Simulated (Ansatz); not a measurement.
TiSe:

```
Se Ti
1.0
     4.17836    0.00000    0.00000
     0.00000    4.17836    0.00000
     0.00000    0.00000    5.98442
Se Ti
2 2
Direct
  0.00000 0.50000 0.76056
  0.50000 0.00000 0.23944
  0.00000 0.00000 0.00000
  0.50000 0.50000 0.00000
```

The cell comes from a database or a generator and needn't be the stable form of this composition.

| Quantity | Value |
| --- | --- |
| Program | Ansatz 0.2.0 |
| Task | relaxation of cell and atoms |
| Functional | PBEsol |
| Dispersion | D3(BJ)-ATM |
| Potentials or basis | Ansatz PAW |
| Cutoff | 420 eV (not typed: the program's choice for these potentials) |
| k mesh | 7 × 7 × 5 |
| Occupations | fermi-dirac, width 0.05 eV |
| Spin | no spin polarisation |

At the start: volume 26.12 Å³/atom.

Task: How do energy, volume and symmetry change on relaxing?

Result: It ends after 8 steps and the volume is 19.97 Å³/atom (-23.6 %); space group P4/nmm (No. 129, to 0.05 Å).

The path:
```tsv
step	energy change (eV)	largest force (eV/Å)	volume (Å³)
1	0.0000	0.3225	104.48
2	-0.1956	0.2259	92.30
3	-0.2793	0.1663	87.22
4	-0.3449	0.1069	83.60
5	-0.3787	0.0904	80.26
6	-0.3803	0.0907	79.74
7	-0.3812	0.0038	79.86
8	-0.3794	0.0036	79.86
```

Final structure:
```
Se Ti
1.0
     4.09677    0.00000    0.00000
     0.00000    4.09677    0.00000
     0.00000    0.00000    4.75828
Se Ti
2 2
Cartesian
  0.0000 2.0484 3.3326
  2.0484 0.0000 1.4257
  0.0000 0.0000 0.0000
  2.0484 2.0484 0.0000
```

Caveat: the volume moved by over 15 % at a fixed basis, so the end points are rough; the plane-wave basis is chosen anew once the cell has moved, so the energies of steps on either side of that aren't comparable; the PAW data sets come from PBE, with cores solved anew for the run's functional, which leaves a small shift of forces and pressure.
